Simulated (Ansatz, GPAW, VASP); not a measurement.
One calculation of Al, 4 ways

```
Al
1.0
     0.00000    2.02481    2.02481
     2.02481    0.00000    2.02481
     2.02481    2.02481    0.00000
Al
1
Direct
  0.00000 0.00000 0.00000
```

Alike in all runs: task single point; functional PBE; k mesh 11 × 11 × 11; occupations gaussian, width 0.011 eV; no spin polarisation; no spin-orbit coupling. Pressure is positive in compression and, in plane waves, holds the error of the finite cutoff, which Ansatz's Pulay term estimates and takes out.

```tsv
program and potentials	plane-wave cutoff (eV)	notes	pressure (GPa)
Ansatz, Ansatz PAW	420	Pulay term of +0.07 GPa included	-0.52
GPAW, GPAW PAW data sets (gpaw-data 1.2.1)	600	-	-0.40
Ansatz, all-electron LAPW, scalar-relativistic	-	-	-0.52
VASP, PBE PAW files Al, 520 eV	520	-	?
```

Question: Estimate from the other rows what the run with VASP, PBE PAW files Al, 520 eV gave.

Answer: Pressure -0.56 GPa. The other rows, which needn't bracket it: pressure -0.52 to -0.40.
